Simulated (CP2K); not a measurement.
A run of CP2K 2026.2 is set up as follows.

File mos2_scf.inp:

```
&GLOBAL
  PROJECT mos2_scf
  RUN_TYPE ENERGY_FORCE
  PRINT_LEVEL LOW
&END GLOBAL
&FORCE_EVAL
  METHOD QS
  STRESS_TENSOR ANALYTICAL
  &DFT
    BASIS_SET_FILE_NAME BASIS_MOLOPT_UZH
    POTENTIAL_FILE_NAME POTENTIAL_UZH
    &MGRID
      CUTOFF 675
      REL_CUTOFF 60
      NGRIDS 5
    &END MGRID
    &QS
      METHOD GPW
      EPS_DEFAULT 1.0E-9
    &END QS
    &KPOINTS
      SCHEME MONKHORST-PACK 10 10 10
      GAMMA_CENTERED T
      SYMMETRY T
      SYMMETRY_BACKEND SPGLIB
    &END KPOINTS
    &SCF
      SCF_GUESS ATOMIC
      EPS_SCF 1.0E-6
      MAX_SCF 100
      ADDED_MOS 15
      CHOLESKY OFF
      EPS_EIGVAL 1.0E-7
      &DIAGONALIZATION ON
        ALGORITHM STANDARD
      &END DIAGONALIZATION
      &MIXING ON
        METHOD BROYDEN_MIXING
        ALPHA 0.4
        BETA 1.5
        NBUFFER 8
      &END MIXING
      &SMEAR ON
        METHOD FERMI_DIRAC
        ELECTRONIC_TEMPERATURE 580.23
      &END SMEAR
    &END SCF
    &XC
      &XC_FUNCTIONAL
        &MGGA_X_R2SCAN
        &END MGGA_X_R2SCAN
        &MGGA_C_R2SCAN
        &END MGGA_C_R2SCAN
      &END XC_FUNCTIONAL
      &VDW_POTENTIAL
        POTENTIAL_TYPE PAIR_POTENTIAL
        &PAIR_POTENTIAL
          TYPE DFTD3(BJ)
          REFERENCE_FUNCTIONAL r2SCAN
          PARAMETER_FILE_NAME dftd3.dat
          R_CUTOFF 20
          D3_REFERENCE_CODE T
        &END PAIR_POTENTIAL
      &END VDW_POTENTIAL
    &END XC
    &PRINT
      &KPOINTS ON
      &END KPOINTS
      &MULLIKEN ON
      &END MULLIKEN
      &MO ON
        ENERGIES T
        OCCUPATION_NUMBERS T
        &EACH
          QS_SCF 0
        &END EACH
        ADD_LAST NUMERIC
      &END MO
    &END PRINT
  &END DFT
  &SUBSYS
    &CELL
      ABC 6.4149071181 6.4149071181 6.4149071180
      ALPHA_BETA_GAMMA 28.5174997996 28.5174997999 28.5174998005
      PERIODIC XYZ
    &END CELL
    &COORD
      SCALED
      Mo  0.0000000000 0.0000000000 0.0000000000
      S   0.4170000000 0.4170000000 0.4170000000
      S   0.2500000000 0.2500000000 0.2500000000
    &END COORD
    &KIND Mo
      BASIS_SET TZVP-MOLOPT-SCAN-GTH-q14
      POTENTIAL GTH-SCAN-q14
    &END KIND
    &KIND S
      BASIS_SET TZVP-MOLOPT-SCAN-GTH-q6
      POTENTIAL GTH-SCAN-q6
    &END KIND
    &PRINT
      &ATOMIC_COORDINATES ON
      &END ATOMIC_COORDINATES
      &CELL ON
      &END CELL
    &END PRINT
  &END SUBSYS
  &PRINT
    &FORCES ON
    &END FORCES
    &STRESS_TENSOR ON
    &END STRESS_TENSOR
  &END PRINT
&END FORCE_EVAL
```

Potentials or basis: POTENTIAL_UZH Mo GTH-SCAN-q14, S GTH-SCAN-q6; TZVP-MOLOPT-SCAN-GTH basis.

Run with:

```sh
$ OMP_NUM_THREADS=1 cp2k.psmp -i mos2_scf.inp -o mos2_scf.out
```

Q: Estimate the Mulliken charges.

A: Mo -0.09; S +0.05 e.

Q: Predict the largest force.

A: 0.580 eV/Å.

Forces on the atoms (eV/Å):
```
Mo   0.087  0.022  0.013
S    0.469  0.119  0.072
S   -0.556 -0.141 -0.085
```
